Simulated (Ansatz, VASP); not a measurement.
One calculation of Rh, two programs

```
CELL_PARAMETERS angstrom
0.00000 1.95255 1.95255
1.95255 0.00000 1.95255
1.95255 1.95255 0.00000
ATOMIC_POSITIONS crystal
Rh 0.00000 0.00000 0.00000
```

Alike in both runs: task single point; functional PBE; k mesh 18 × 18 × 18; occupations gaussian, width 0.1 eV; no spin polarisation.

```csv
,VASP,Ansatz
version,VASP 6.6.1,Ansatz 0.2.0
potentials or method,"VASP PAW PBE potentials, release 64 (Rh_pv)","scalar-relativistic, plane waves, PAW"
plane-wave cutoff (eV),520,420
valence electrons in the cell,15,17
```

|  | VASP | Ansatz | Ansatz less VASP |
| --- | --- | --- | --- |
| gap on the k mesh at the Fermi level (eV) | none | none | - |
| pressure (GPa) | -12.8 | -12.9 | -0.04 |

A gap of «none» marks a metal or a gap that the smearing closes. The functional is the same, so the differences come from potentials, cutoffs and numerics. The two sets of potentials don't hold the same shells in valence.
